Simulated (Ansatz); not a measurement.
# Li12CO: the cost of one run

Program: Ansatz 0.2.0. Level of theory: DFT PBE, scalar-relativistic, plane waves, PAW. These are calculated values, not measurements.

14 further runs of the same task are left out: 14 set aside as unsound or not needed.

### 1 The system as given

The structure is monoclinic, space group Cm (No. 8). Conventional cell: a = 6.865 Å, b = 9.708 Å, c = 22.683 Å, α = 90.00°, β = 90.00°, γ = 90.00°. Li (site symmetry m) is surrounded by 6 Li at 2.90 to 2.97 Å. Li (site symmetry 1) has 6 Li at 2.90 to 2.97 Å as nearest neighbours. Li (site symmetry m) has 8 Li at 2.90 to 2.97 Å as nearest neighbours. Li (site symmetry 1) has 8 Li at 2.90 to 2.97 Å as nearest neighbours. Li (site symmetry m) is surrounded by 6 Li at 2.91 to 2.97 Å. Around Li (site symmetry 1) lie 6 Li at 2.91 to 2.97 Å. Only part of the 11 independent sites is listed.

Coordinates:

```
Li C O
1.0
     5.94517    0.00000    0.00000
    -1.98172    5.60516    0.00000
     0.00000    0.00000   22.68313
Li C O
12 1 1
Direct
  0.25000 0.25000 0.17634
  0.25000 0.75000 0.17634
  0.75000 0.25000 0.17634
  0.75000 0.75000 0.17634
  0.00000 0.00000 0.27942
  0.00000 0.50000 0.27942
  0.50000 0.00000 0.27942
  0.50000 0.50000 0.27942
  0.25000 0.25000 0.38280
  0.25000 0.75000 0.38280
  0.75000 0.25000 0.38280
  0.75000 0.75000 0.38280
  0.75000 0.75000 0.45951
  0.89634 0.89634 0.48508
```

This is the geometry of the first run shown, built on a cell relaxed beforehand with the same method.

### 2 What is varied

Atoms count from 1 in the order of the input.

CO stands on one site of a rigid substrate while its tilt and height are varied at a fixed bond length.

The axes are (1) tilt of the C13-O14 axis from the surface normal: 7 values from 0 to 90 °; (2) height of C13 above the plane of Li9: 6 values from 1.74 to 3.29 Å.

Nothing else is relaxed. Points are written as (first, second).

### 3 Point (60°, 1.74 Å)

A dipole layer in the vacuum cancels the field that periodic copies would set up if the slab's two faces differ.

input.yaml reads:

```yaml
crystal:
  lattice:
    - [5.9451735594, 0.0, 0.0]
    - [-1.9817245198, 5.6051633856, 0.0]
    - [0.0, 0.0, 22.683126425]
  atoms:
    - { symbol: Li, position: [0.25, 0.25, 0.1763425343] }
    - { symbol: Li, position: [0.25, 0.75, 0.1763425343] }
    - { symbol: Li, position: [0.75, 0.25, 0.1763425343] }
    - { symbol: Li, position: [0.75, 0.75, 0.1763425343] }
    - { symbol: Li, position: [0.0, 0.0, 0.2794233674] }
    - { symbol: Li, position: [0.0, 0.5, 0.2794233674] }
    - { symbol: Li, position: [0.5, 0.0, 0.2794233674] }
    - { symbol: Li, position: [0.5, 0.5, 0.2794233674] }
    - { symbol: Li, position: [0.25, 0.25, 0.3828011299] }
    - { symbol: Li, position: [0.25, 0.75, 0.3828011299] }
    - { symbol: Li, position: [0.75, 0.25, 0.3828011299] }
    - { symbol: Li, position: [0.75, 0.75, 0.3828011299] }
    - { symbol: C, position: [0.75, 0.75, 0.4595101323] }
    - { symbol: O, position: [0.8963371912, 0.8963371912, 0.4850797998] }
basis:
  ecutwfc: 420
kpoints:
  mp_grid: { grid: [5, 5, 1] }
hamiltonian:
  xc: pbe
scf:
  occupations: { method: gaussian, width: 0.1 }
output:
  forces: true
  eigenvalues: true
efield:
  axis: 3
  dipole_correction: true
  ramp_width: 0.04
```

Run with:

```sh
> ansatz run input.yaml --threads 4 --pin off --max-ram 12288MiB --backend cpu --events-out ev --progress --plain --runs-dir out
```

Q: Estimate wall time and peak memory on 4 threads of Intel Xeon Platinum 8375C at 2.90GHz (Ice Lake), shared host.

About 4.9 s, with a peak of 1.1 GiB.
